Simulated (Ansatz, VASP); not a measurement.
**One calculation of Al2Cu (Khatyrkite), two programs**

```
CELL_PARAMETERS angstrom
-3.03350 3.03350 2.43850
3.03350 -3.03350 2.43850
3.03350 3.03350 -2.43850
ATOMIC_POSITIONS crystal
Cu 0.25608 0.25217 0.99846
Cu 0.73807 0.73336 0.99208
Al 0.34716 0.16392 0.49114
Al 0.84902 0.34759 0.20335
Al 0.64960 0.82981 0.49661
Al 0.16036 0.66648 0.82651
```

Change from the starting cell: atoms moved at random, drawn with an rms of 0.05 Å.

Alike in both runs: task single point; functional PBEsol; k mesh 7 × 7 × 7; occupations fermi-dirac, width 0.05 eV; no spin polarisation.

```csv
,VASP,Ansatz
version,VASP 6.6.1,Ansatz 0.2.0
potentials or method,"VASP PAW PBE potentials, release 64 (Cu, Al)",Ansatz PAW
plane-wave cutoff (eV),520,420
valence electrons in the cell,34,50
```

|  | VASP | Ansatz | Ansatz less VASP |
| --- | --- | --- | --- |
| gap on the k mesh at the Fermi level (eV) | none | none | - |
| pressure (GPa) | -2.9 | -3.2 | -0.25 |
| largest component of the traceless stress (GPa) | 0.37 | 0.37 | -0.008 |
| rms of the force components (eV/Å) | 0.245 | 0.245 | +0.0002 |

Atom by atom the forces differ by 0.002 eV/Å (rms over components). A gap of «none» marks a metal or a gap that the smearing closes. The two sets of potentials don't hold the same shells in valence.

Caveats: the PAW data sets were made with another functional, which shifts forces and pressure a little (VASP); the PAW data sets come from PBE, with cores solved anew for the run's functional, which leaves a small shift of forces and pressure (Ansatz).
